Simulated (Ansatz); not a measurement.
Crystal: HgTe (Coloradoite).

```
Hg Te
1.0
     0.00000    3.21450    3.21450
     3.21450    0.00000    3.21450
     3.21450    3.21450    0.00000
Hg Te
1 1
Direct
  0.00000 0.00000 0.00000
  0.75000 0.75000 0.75000
```

```yaml
Program: Ansatz 0.2.0
Task: relaxation of cell and atoms
Functional: m-r2SCAN
Potentials_or_basis: Ansatz PAW
Cutoff: "500 eV (not typed: the program's choice for these potentials)"
k_mesh: 7 × 7 × 7
Occupations: fermi-dirac, width 0.05 eV
Spin: no spin polarisation
```

At the start: volume 33.22 Å³/atom.

Question: Where does the relaxation end?

Answer: It ends after 5 steps and the volume is 35.49 Å³/atom (+6.8 %); space group F-43m (No. 216, to 0.05 Å).

Step by step:
```csv
step,energy change (eV),largest force (eV/Å),volume (Å³)
1,0.0000,0.0000,66.43
2,-0.0250,0.0000,74.17
3,-0.0413,0.0000,71.43
4,-0.0417,0.0000,70.98
5,-0.0428,0.0000,70.98
```

Final structure:
```cif
data_structure
_symmetry_space_group_name_H-M 'P 1'
_symmetry_Int_Tables_number 1
_cell_length_a 4.6475
_cell_length_b 4.6475
_cell_length_c 4.6475
_cell_angle_alpha 60.000
_cell_angle_beta 60.000
_cell_angle_gamma 60.000
_cell_volume 70.98
loop_
_atom_site_label
_atom_site_type_symbol
_atom_site_fract_x
_atom_site_fract_y
_atom_site_fract_z
_atom_site_occupancy
Hg1 Hg 0.00000 0.00000 0.00000 1
Te1 Te 0.75000 0.75000 0.75000 1
```

Caveat: the plane-wave basis is chosen anew once the cell has moved, so the energies of steps on either side of that aren't comparable; the PAW data sets come from PBE, with cores solved anew for the run's functional, which leaves a small shift of forces and pressure.
